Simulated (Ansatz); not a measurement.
Take a crystal in which Br has been replaced by I on all its sites, with the cell rescaled by a rough guess (in some cases also distorted within its space group) and nothing relaxed:

```cif
data_structure
_symmetry_space_group_name_H-M 'P 1'
_symmetry_Int_Tables_number 1
_cell_length_a 5.1899
_cell_length_b 5.1899
_cell_length_c 5.1899
_cell_angle_alpha 90.000
_cell_angle_beta 90.000
_cell_angle_gamma 90.000
_cell_volume 139.79
loop_
_atom_site_label
_atom_site_type_symbol
_atom_site_fract_x
_atom_site_fract_y
_atom_site_fract_z
_atom_site_occupancy
I1 I 0.50000 0.00000 0.00000 1
I2 I 0.00000 0.50000 0.00000 1
I3 I 0.00000 0.00000 0.50000 1
```

Theory: DFT PBE, scalar-relativistic, plane waves, PAW (Ansatz).

Plane waves to 420 eV, a k mesh through Γ of 8×8×8 on the computed 3-atom cell and Gaussian smearing (0.10 eV); no spin polarisation.

(1) Will this cell want to expand or contract, and how hard?

(2) Is it a metal on this mesh?

Spin-orbit coupling is left out, which matters for the bands of heavy elements. Spin polarisation was left out, and a magnetic state may lie lower.

Answers

(1) The pressure is -1.3 GPa (positive in compression), so the cell would contract.

(2) Yes, a band crosses the Fermi level.

This simple cubic form isn't the element's structure at ambient conditions.